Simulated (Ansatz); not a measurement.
# Cu2O: the cost of one run

Method: DFT PBEsol, scalar-relativistic, plane waves, PAW, in Ansatz 0.2.0.

The COD entry's cell or inner coordinates are ideal or old and differ from later refinements, so a difference from it is no clean test against experiment.

2 further runs of the same task are left out: 2 set aside as unsound or not needed.

## Step 1: The structure to begin with

The structure is cubic, space group Pn-3m (No. 224). Conventional cell: a = 4.222 Å, b = 4.222 Å, c = 4.222 Å, α = 90.00°, β = 90.00°, γ = 90.00°. Cu (site symmetry -3m) has 2 O at 1.83 Å as nearest neighbours. O (site symmetry -43m) is surrounded by 4 Cu at 1.83 Å.

Structure file:

```cif
data_structure
_symmetry_space_group_name_H-M 'Pn-3m:1'
_symmetry_Int_Tables_number 224
_cell_length_a 4.2224
_cell_length_b 4.2224
_cell_length_c 4.2224
_cell_angle_alpha 90.000
_cell_angle_beta 90.000
_cell_angle_gamma 90.000
_cell_volume 75.28
loop_
_atom_site_label
_atom_site_type_symbol
_atom_site_symmetry_multiplicity
_atom_site_Wyckoff_symbol
_atom_site_fract_x
_atom_site_fract_y
_atom_site_fract_z
_atom_site_occupancy
Cu1 Cu 4 b 0.25000 0.25000 0.25000 1
O1 O 2 a 0.00000 0.00000 0.00000 1
```

This cell was relaxed beforehand with the same method: volume 12.55 Å³/atom, gap on the mesh 0.56 eV.

The unstrained cell was computed beforehand with the same settings: E(σ→0) = -27473.9458 eV for 6 atoms, gap 0.56 eV over the zone.

## Step 2: At -1.0 %

File input.yaml:

```yaml
crystal:
  lattice:
    - [4.2223527947, 0.0, 0.0]
    - [0.0, 4.2223527947, 0.0]
    - [0.0, 0.0, 4.1801292668]
  atoms:
    - { symbol: Cu, position: [0.25, 0.25, 0.25] }
    - { symbol: Cu, position: [0.25, 0.75, 0.75] }
    - { symbol: Cu, position: [0.75, 0.75, 0.25] }
    - { symbol: Cu, position: [0.75, 0.25, 0.75] }
    - { symbol: O, position: [0.0, 0.0, 0.0] }
    - { symbol: O, position: [0.5, 0.5, 0.5] }
basis:
  ecutwfc: 420
kpoints:
  mp_grid: { grid: [8, 8, 8] }
hamiltonian:
  xc: pbesol
scf:
  occupations: { method: gaussian, width: 0.02 }
output:
  forces: true
  stress: true
  eigenvalues: true
```

Launch:

```
$ ansatz run input.yaml --threads 1 --pin off --max-ram 2560MiB --backend cpu --events-out ev --progress --plain --runs-dir out
```

**Question.** How long does this run take on 1 thread of Arm Neoverse V2, shared host, and how much memory does it need?

About 18 s, with a peak of 0.46 GiB.
